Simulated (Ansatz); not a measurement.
# What CsPbCl3 (model cell, started as cubic perovskite with Pb in the octahedra) distorts into, part 3 of 3

Which phase does CsPbCl3 (model cell, started as cubic perovskite with Pb in the octahedra) fall into along its unstable mode, and how much energy does it gain?

Ansatz 0.2.0; DFT PBEsol, scalar-relativistic, plane waves, PAW; PAW set soft_1.

So far. Step 5 (Energy along the mode, all amplitudes (two of the runs …): The lowest of the steps tried is the last one, at 0.6 Å, 10.2 meV/atom below the parent; the bottom of the well need not coincide with a step. Step 7 (The new phase in its own primitive cell): The largest force component left is 0.34 meV/Å and the pressure is 0.001 GPa, within the tolerances set. The cell now holds 34.58 Å³/atom. The relaxed cell has a, b, c = 7.817, 11.067, 7.995 Å (conventional setting).

## Step 8: Modes of the new phase, k-mesh 6×6×6

A relaxed structure may still be a saddle point, so its zone-centre modes are computed. The response to a homogeneous field gives the Born charges and the dielectric tensor.

Input file input.yaml:

```yaml
crystal:
  lattice:
    - [-3.9086012444, 5.5332781271, 3.9976941485]
    - [3.9086012444, -5.5332781271, 3.9976941485]
    - [3.9086012444, 5.5332781271, -3.9976941485]
  atoms:
    - { symbol: Cs, position: [0.7616211591, 0.0116211591, 0.75] }
    - { symbol: Cs, position: [0.2383788409, 0.9883788409, 0.25] }
    - { symbol: Pb, position: [0.0, 0.5, 0.5] }
    - { symbol: Pb, position: [0.5, 0.5, 0.0] }
    - { symbol: Cl, position: [0.6687777983, 0.4187777983, 0.25] }
    - { symbol: Cl, position: [0.3312222017, 0.5812222017, 0.75] }
    - { symbol: Cl, position: [0.7955010658, 0.5, 0.7955010658] }
    - { symbol: Cl, position: [0.2044989342, 0.5, 0.2044989342] }
    - { symbol: Cl, position: [0.7955010658, 0.0, 0.2955010658] }
    - { symbol: Cl, position: [0.2044989342, 0.0, 0.7044989342] }
kpoints:
  mp_grid: { grid: [6, 6, 6] }
hamiltonian:
  xc: pbesol
  pseudopotentials: { kind: paw, azcp: { folder: soft_1 }, xc_functional: pbe }
scf:
  occupations: { method: fixed }
output:
  eigenvalues: true
phonons:
  method: dfpt
  dielectric: true
  rigid_motions: translations
```

Started as:

```sh
ansatz run input.yaml --threads 4 --pin off --max-ram 16384MiB --backend cpu --events-out ev --progress --plain --runs-dir out
```

Numbers of over 12 decimals in the logs are rounded to 6 here.

What it wrote:

```text
[...]
Crystal: 10 atoms, lattice volume = 345.839 Å³
Basis set: ecut = 420 eV, 6759 PW (Γ), exchange–correlation on 108×108×108 points (8 copies of the dense FFT grid, shifted against one another)
Bands: 54, of which v1, the nominal top of the filled ones, is band 44 counted from 1 (43 counted from 0)
Symmetry: 8 space group operations
k-points: 112 of 216 (irreducible under 1 space group operation, time reversal used)
[...]
SCF iter   1: F=—  HF=-41068.620403 eV  |F-HF|=—  |Δ(HF+E_count)|=         —  Δρ=2.51e-2  dr2=5.27e0  ethr=3.10e-3  ⟨swp⟩=6.1  Hψ=23057  notcnv=0  defer=767
[...]
SCF iter  11: F=-41066.104763 eV  HF=-41066.104763 eV  |F-HF|=7.28e-12  |Δ(HF+E_count)|=  4.87e-10  Δρ=8.03e-8  dr2=3.21e-11  ethr=1.00e-12  ⟨swp⟩=21.6  Hψ=50984  notcnv=0
SCF 1 converged in 11 iterations: F = -41066.104763 eV  dr2 = 3.21e-11
[...]
NSCF: frozen V_eff on 5 k-points
DFPT response loops at Γ: preconditioner auto → Resta (q_TF=auto, 2.172 Å⁻¹)  ε∞=5.2 (no band partly filled); β = 1.00, the filter's whole step (`scf.mixing.beta` (0.50) is not read by the response loops at its default; to damp them type it under 1.00, their step now; it binds the ground state too); Broyden in place of MSR1
── the response to a field inside a basis, on 6×6×6 k-points: an SCF that follows is theirs, and a resumed run solves both again ──
Bands: 45, of which v1, the nominal top of the filled ones, is band 44 counted from 1 (43 counted from 0)
k-points: 45 of 216
[...]
Eigensolver: Dense (45 Hₖ)
SCF iter   1: F=—  HF=-41065.919650 eV  |F-HF|=—  |Δ(HF+E_count)|=         —  Δρ=3.56e-4  dr2=1.54e-4  ethr=1.00e-1
[...]
SCF iter   5: F=-41065.919745 eV  HF=-41065.919745 eV  |F-HF|=5.01e-9  |Δ(HF+E_count)|=   1.96e-7  Δρ=8.44e-7  dr2=6.30e-9  ethr=1.41e-10
SCF 1 converged in 5 iterations: F = -41065.919745 eV  dr2 = 6.30e-9
[...]
SCF converged after 11 iterations
Free energy (F): -41066.104763 eV
[...]
Internal energy: -41066.104763 eV  (E = F + TS)
E sigma→0 (E₀):  -41066.104763 eV
Fermi energy:    3.742121 eV
[...]
--- Band table (eV; the first three rows and the last of 112) ---
  k-point 0: bands = [... 40 lower, 1.7819, 1.8237, 1.8944, 3.7421, 5.9569, 5.9884, 6.0544, 7.6793, ... 6 higher]
  k-point 1: bands = [... 40 lower, 1.7654, 1.7670, 1.9204, 3.4145, 6.2260, 6.2679, 6.3420, 7.8570, ... 6 higher]
  k-point 2: bands = [... 40 lower, 1.6999, 1.7301, 1.9802, 2.7675, 6.8360, 6.9677, 7.0238, 8.1002, ... 6 higher]
  k-point 111: bands = [... 40 lower, 1.5551, 1.8702, 2.2535, 2.9897, 6.3429, 6.4847, 6.8626, 8.6768, ... 6 higher]
--- Phonons (Γ-DFPT): 12 representative perturbations + reference, on 112 of 216 k-points (Σ response iterations 42) ---
  k mesh reduced under 1 symmetry operation, with k and −k counted as one. Each operation leaves every solved perturbation unchanged. A smaller set is not considered because the run solves the response to a homogeneous field
  ASR residual: 1.451e-4 → 0.000e0 eV/Å²; symmetrization residual: 1.845e-5 eV/Å²
  ASR residual per site (eV/Å²): 2.60e-5 2.60e-5 6.08e-5 6.08e-5 1.45e-4 1.45e-4 3.29e-5 3.29e-5 3.29e-5 3.29e-5
  Γ frequencies (cm⁻¹): -13.95 0.00 0.00 0.00 1.42 39.73 41.01 43.11 44.54 46.34 48.44 49.16 57.13 63.62 64.49 72.43 76.47 77.53 87.98 95.13 95.41 98.75 105.98 108.39 110.81 114.50 119.81 200.32 201.63 246.22
  ε∞ (high-frequency dielectric tensor):
        3.865262     0.000000     0.000000
        0.000000     3.850153     0.000000
        0.000000     0.000000     3.960791
  softest optical mode at Γ: -13.95 cm⁻¹; the repairs (sum rule, projections) moved no ω² at Γ by more than (2.33 cm⁻¹)²
  Born effective charges Z* (e; rows j = field, columns β = displacement):
    site 0:
         1.29490   -0.00000    0.00000
         0.00000    1.25621    0.00000
         0.00000   -0.00000    1.36021
    site 1:
         1.29490   -0.00000    0.00000
         0.00000    1.25621    0.00000
         0.00000   -0.00000    1.36021
    site 2:
         3.66025   -0.00000    0.00000
         0.00000    3.80477    0.31835
         0.00000   -0.54350    3.90285
    site 3:
         3.66025   -0.00000    0.00000
         0.00000    3.80477   -0.31835
         0.00000    0.54350    3.90285
    site 4:
        -0.70926   -0.00000    0.00000
         0.00000   -3.50441    0.00000
         0.00000   -0.00000   -0.85686
    site 5:
        -0.70926   -0.00000    0.00000
         0.00000   -3.50441    0.00000
         0.00000   -0.00000   -0.85686
    site 6:
        -2.12295   -0.00000    1.42293
         0.00000   -0.77828   -0.00000
         1.36129   -0.00000   -2.20310
    site 7:
        -2.12295   -0.00000    1.42293
         0.00000   -0.77828   -0.00000
         1.36129    0.00000   -2.20310
    site 8:
        -2.12295    0.00000   -1.42293
         0.00000   -0.77828   -0.00000
        -1.36129   -0.00000   -2.20310
    site 9:
        -2.12295    0.00000   -1.42293
         0.00000   -0.77828   -0.00000
        -1.36129    0.00000   -2.20310
  Z* charge neutrality: 1.974e-2 e pre-enforcement
  solved inside a basis spanned on kpoints, on 6×6×6 k-points, its susceptibility summed on 8×10×8: ε∞ is read to err by 1.3e-2, Z* by 2.3e-2 e (field_mesh: kpoints solves on kpoints); Z* is corrected for what the basis lacks
  optical modes at Γ without the LO–TO term, one row a degenerate level:
      ω (cm⁻¹)  modes    IR ((D/Å)²/amu)
        -13.95      1             0.0000
          1.42      1             0.9370
         39.73      1             0.0000
         41.01      1             0.1761
         43.11      1             0.0000
         44.54      1             0.0000
         46.34      1             0.0042
[...]
optical modes at Γ + LO–TO along q̂ = [1.0000, 0.0000, 0.0000]:
      ω (cm⁻¹)  modes    IR ((D/Å)²/amu)
[...]
optical modes at Γ + LO–TO along q̂ = [0.0000, 1.0000, 0.0000]:
      ω (cm⁻¹)  modes    IR ((D/Å)²/amu)
[...]
optical modes at Γ + LO–TO along q̂ = [0.0000, 0.0000, 1.0000]:
      ω (cm⁻¹)  modes    IR ((D/Å)²/amu)
[...]
87.98      1             0.0000
         95.13      1             0.0000
         95.41      1             0.0000
         98.75      1             0.1577
        106.13      1             0.0023
        108.39      1             0.0000
        110.81      1            18.9152
        114.50      1            19.9019
        200.32      1             0.0000
        201.63      1             0.0000
        218.83      1            22.3480
        246.22      1             0.0000
```

It took 26 min on 4 threads of Arm Neoverse V1, shared host; peak memory 8.7 GiB.

This step gave:

- sum-rule residual before enforcement: 1.45e-4 eV/Å²
- miss of the charge sum rule: 0.01974 e
- estimated error of the dielectric tensor: 0.01347
- estimated error of the Born charges: 0.02307 e
- point group: mmm
- highest optical mode at the zone centre (no LO-TO term): 246.2 cm⁻¹
- lowest optical zone-centre mode: -13.95 cm⁻¹
- mean high-frequency dielectric constant: 3.892
- largest Born charge (third of the trace): 3.789 e
- top of the zone-centre spectrum with the field: 246.2 cm⁻¹

Without the LO-TO term. Patterns of degenerate modes are one choice out of their space. Modes at Γ, with each element's share of the kinetic energy (negative means imaginary):

```
mode  frequency (cm⁻¹)  symmetry  Cs %  Pb %  Cl %
   1             -13.9       B2g    32     0    68
   2               0.0  acoustic    30    46    24
   3               0.0  acoustic    30    46    24
   4               0.0  acoustic    30    46    24
   5               1.4       B3u    35     4    61
   6              39.7       B3g   100     0     0
   7              41.0       B2u    64    32     4
   8              43.1       B1g     0     0   100
   9              44.5       B2g    68     0    32
  10              46.3       B1u    54    40     5
  11              48.4        Ag    96     0     4
  12              49.2       B3u    28    33    39
  13              57.1        Au     0    11    89
  14              63.6       B2u     6    25    69
  15              64.5       B3u     7     2    91
  16              72.4        Ag     3     0    97
  17              76.5       B1u    10    18    72
  18              77.5       B1u     4    39    57
  19              88.0       B2g     0     0   100
  20              95.1        Au     0    89    11
  21              95.4       B3g     0     0   100
  22              98.8       B2u     0    78    22
  23             106.0       B1u     2    46    53
  24             108.4        Ag     2     0    98
  25             110.8       B2u     0    18    82
  26             114.5       B3u     0    15    85
  27             119.8       B1u     0    11    89
  28             200.3       B3g     0     0   100
  29             201.6       B1g     0     0   100
  30             246.2       B3g     0     0   100
```

Displacements in mode 1 (-13.9 cm⁻¹), the largest set to 1:
```
Cs1  0.41  0.00  0.00
Cs2 -0.41  0.00  0.00
Pb3  0.00  0.00  0.00
Pb4  0.00  0.00  0.00
Cl5 -1.00  0.00  0.00
Cl6  1.00  0.00  0.00
Cl7  0.00 -0.42  0.00
Cl8  0.00  0.42  0.00
Cl9  0.00  0.42  0.00
Cl10 0.00 -0.42  0.00
```

Displacements in mode 19 (88.0 cm⁻¹), the largest set to 1:
```
Cs1 -0.02  0.00  0.00
Cs2  0.02  0.00  0.00
Pb3  0.00  0.00  0.00
Pb4  0.00  0.00  0.00
Cl5 -0.87  0.00  0.00
Cl6  0.87  0.00  0.00
Cl7  0.00  1.00  0.00
Cl8  0.00 -1.00  0.00
Cl9  0.00 -1.00  0.00
Cl10 0.00  1.00  0.00
```

Optical modes at the zone centre, without and with the macroscopic field of the longitudinal modes; each column is sorted by frequency, so a row need not hold one and the same mode. Modes with and without the field, by row:

```
rank among optical modes  no field (cm⁻¹)  q along (1, 0, 0) (cm⁻¹)  q along (0, 1, 0) (cm⁻¹)  q along (0, 0, 1) (cm⁻¹)
                       1            -13.9                     -13.9                     -13.9                     -13.9
                       2              1.4                      20.2                       1.4                       1.4
                       3             39.7                      39.7                      39.7                      39.7
                       4               41                        41                      41.6                        41
                       5             43.1                      43.1                      43.1                      43.1
                       6             44.5                      44.5                      44.5                      44.5
                       7             46.3                      46.3                      46.3                      46.4
                       8             48.4                      48.4                      48.4                      48.4
                       9             49.2                      49.3                      49.2                      49.2
                      10             57.1                      57.1                      57.1                      57.1
                      11             63.6                      63.6                      64.5                      63.6
                      12             64.5                      65.5                      68.8                      64.5
                      13             72.4                      72.4                      72.4                      72.4
                      14             76.5                      76.5                      76.5                      77.5
                      15             77.5                      77.5                      77.5                      85.7
                      16               88                        88                        88                        88
                      17             95.1                      95.1                      95.1                      95.1
                      18             95.4                      95.4                      95.4                      95.4
                      19             98.8                      98.8                      98.8                      98.8
                      20              106                       106                       106                     106.1
                      21            108.4                     108.4                     108.4                     108.4
                      22            110.8                     110.8                     114.5                     110.8
                      23            114.5                     119.8                     119.8                     114.5
                      24            119.8                     200.3                     200.3                     200.3
                      25            200.3                     201.6                     201.6                     201.6
                      26            201.6                     215.4                     213.8                     218.8
                      27            246.2                     246.2                     246.2                     246.2
```

Born charge (rows field, columns displacement) (e), principal values of the symmetric part by kind of site:

```
atom  atoms with these values    low  middle   high   mean
 Cs1                        2   1.26    1.29   1.36   1.30
 Pb3                        2   3.66    3.73   3.98   3.79
 Cl5                        2  -3.50   -0.86  -0.71  -1.69
 Cl7                        4  -3.56   -0.78  -0.77  -1.70
```

In full for Cl5:

```
-0.71  0.00  0.00
 0.00 -3.50  0.00
 0.00  0.00 -0.86
```

High-frequency dielectric tensor:

```
3.87 0.00 0.00
0.00 3.85 0.00
0.00 0.00 3.96
```

Transverse modes; imaginary modes are left out. Lines of the infrared spectrum (strongest = 100):

```
position (cm⁻¹)  lines merged  relative intensity
              1             1                 4.7
             40             1                 0.0
             41             1                 0.9
             43             1                 0.0
             44             1                 0.0
             46             1                 0.0
             48             1                 0.0
             49             1                 0.2
             57             1                 0.0
             64             2                  12
             72             1                 0.0
             76             1                  23
             78             1                 0.4
             88             1                 0.0
             95             2                 0.0
             99             1                 0.8
            106             1                 0.8
            108             1                 0.0
            111             1                  95
            114             1                 100
            120             1                  88
            200             1                 0.0
            202             1                 0.0
            246             1                 0.0
```

Before it was imposed, the acoustic sum rule was missed by 1.5e-4 eV/Å² and the charge sum rule by 0.020 e. Small misses are needed for a sound result but don't prove that mesh and cutoff are converged. The lowest optical mode is imaginary, 13.9i cm⁻¹, so the energy falls along it.

## Step 9: Outcome

```json
{"unstable mode of the parent": "q = (-0.5, -0.5, -0.5), 48i cm⁻¹", "depth at the lowest point sampled": "10.2 meV/atom", "largest atomic shift at that point": "0.6 Å", "space group reached (within 0.01 Å)": "Imma", "energy gained over the parent (first relaxation, on the mesh of the frozen mode)": "14.0 meV/atom", "volume per atom, phase reached": "34.6 Å³", "gap on the k-mesh, phase reached": "2.21 eV", "lowest optical zone-centre mode, phase reached": "-13.9 cm⁻¹", "highest optical mode at the zone centre (no LO-TO term), phase reached": "246 cm⁻¹"}
```

**Reading.** Along this mode the structure falls into Imma, 14.0 meV/atom below the parent. At the parent's cell the well is 10.15 meV/atom deep on the steps tried, with its lowest point at a shift of 0.6 Å. That is the last step tried, so the steps alone don't bracket the bottom of the well. Relaxing atoms and cell changes the gain by +3.87 meV/atom against the lowest step (energies at zero smearing). The new phase still has an imaginary mode at the zone centre of its cell, so it is a saddle point on the way to a lower structure. Of the 4 patterns followed to their end from this parent, this one ends 0.503 meV/atom above the lowest, I4/mcm. Another end point lies within 1 meV/atom; how such a difference moves with mesh and cutoff was not tested. Each path keeps the symmetry of its pattern, so a lower phase may lie along a pattern not tried. Spin-orbit coupling is left out, which can matter for the heavy elements here. The PAW files were made for PBE and serve the other functionals too. The starting cell was built on a prototype and not taken from a measurement, so the phase need not exist.

[Logs are printed without paths, hosts, clocks, repeated set-up lines and the standing remarks that a program may print on its own settings, such as how far it seeks lower states.]

[Hosts, paths, dates, database ids (printed as entryN), source tags and the programs' standing remarks are cut or masked in the printed files.]
